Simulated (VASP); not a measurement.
# KBr: relaxation of cell and atoms with PBEsol

KBr:

```xyz
2
Lattice="0.0000 3.3000 3.3000 3.3000 0.0000 3.3000 3.3000 3.3000 0.0000" Properties=species:S:1:pos:R:3 pbc="T T T"
K     0.0000    0.0000    0.0000
Br    3.3000    3.3000    3.3000
```

* Program: VASP 6.6.1
* Task: relaxation of cell and atoms
* Functional: PBEsol
* Potentials or basis: VASP PAW PBE potentials, release 64 (K_sv, Br)
* Cutoff: 600 eV
* k mesh: 8 × 8 × 8
* Occupations: gaussian, width 0.03 eV
* Spin: no spin polarisation
* Further INCAR settings: ALGO = Normal; EDIFF = 1e-06; IBRION = 2; EDIFFG = -0.01; NSW = 90; ISIF = 3

```
Relaxed volume                         : 35.28 Å³/atom
Relaxed cell                           : a = 4.638 Å, b = 4.638 Å, c = 4.638 Å, α = 60.00°, β = 60.00°, γ = 60.00°
Space group after relaxing (to 0.05 Å) : Fm-3m (No. 225)
Energy gained by relaxing              : 0.6 meV/atom
Ionic steps                            : 5
Pressure after relaxing                : 0.0 GPa
Band gap on the k mesh                 : 4.32 eV, direct
```

Step by step:
| step | energy change (eV) | largest force (eV/Å) | pressure (GPa) | volume (Å³) |
| --- | --- | --- | --- | --- |
| 1 | 0.0000 | 0.0000 | -0.27 | 71.87 |
| 2 | -0.0008 | 0.0000 | -0.14 | 71.24 |
| 3 | -0.0011 | 0.0000 | -0.05 | 70.81 |
| 4 | -0.0009 | 0.0000 | 0.14 | 69.95 |
| 5 | -0.0012 | 0.0000 | -0.02 | 70.57 |

Final structure:
```xyz
2
Lattice="0.0000 3.2799 3.2799 3.2799 0.0000 3.2799 3.2799 3.2799 0.0000" Properties=species:S:1:pos:R:3 pbc="T T T"
K     0.0000    0.0000    0.0000
Br    3.2799    3.2799    3.2799
```

Levels at points of the mesh, in eV from the valence-band top:
| k point | band 6 | band 7 | band 8 | band 9 | band 10 | band 11 |
| --- | --- | --- | --- | --- | --- | --- |
| (0.00, 0.00, 0.00) | 0.00 | 0.00 | 0.00 | 4.32 | 7.53 | 7.53 |
| (0.50, 0.00, 0.00) | -1.25 | -0.36 | -0.36 | 6.47 | 8.19 | 9.77 |
| (0.50, 0.50, 0.00) | -0.85 | -0.30 | -0.30 | 5.72 | 7.15 | 9.36 |

Wall time 24 s on 4 MPI ranks on Intel(R) Xeon(R) 6975P-C (Granite Rapids) (shared host), peak memory 0.24 GiB a rank.

Caveat: the PAW data sets were made with another functional, which shifts forces and pressure a little. A k mesh can miss the band edges.
